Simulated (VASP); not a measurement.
BiTe, 2 atoms in the cell. It takes space group F-43m (No. 216, cubic). The conventional cell has a = 6.989 Å, b = 6.989 Å, c = 6.989 Å, α = 90.00°, β = 90.00°, γ = 90.00°. Bi (site symmetry -43m) has 4 Te at 3.03 Å as nearest neighbours. Te (site symmetry -43m) has 4 Bi at 3.03 Å as nearest neighbours. The cell comes from a database or a generator and needn't be the stable form of this composition.

```yaml
Program: VASP 6.6.1
Task: single point
Functional: PBEsol
Potentials_or_basis: VASP PAW PBE potentials, release 64 (Bi_d, Te)
Cutoff: 520 eV
k_mesh: 8 × 8 × 8
Occupations: gaussian, width 0.05 eV
Spin: no spin polarisation
Dipole_correction: no
Further_INCAR_settings: ALGO = Normal; EDIFF = 1e-06; NBANDS = 18
```

Potentials or basis: VASP PAW PBE potentials, release 64 (Bi_d, Te).

Command:

```bash
$ cat potpaw_PBE.64/Bi_d/POTCAR potpaw_PBE.64/Te/POTCAR > POTCAR
$ mpirun -np 1 vasp_std > vasp.out
```

Hardware: 1 thread of Intel(R) Xeon(R) Platinum 8375C CPU @ 2.90GHz (Ice Lake), on a shared host.

Task: Estimate the wall time of this run.

Result: Run time: 51 s on 1 thread of Intel(R) Xeon(R) Platinum 8375C CPU @ 2.90GHz (Ice Lake), on a shared host, peak memory 0.25 GiB. Counts: scf iterations 11, k points 29.
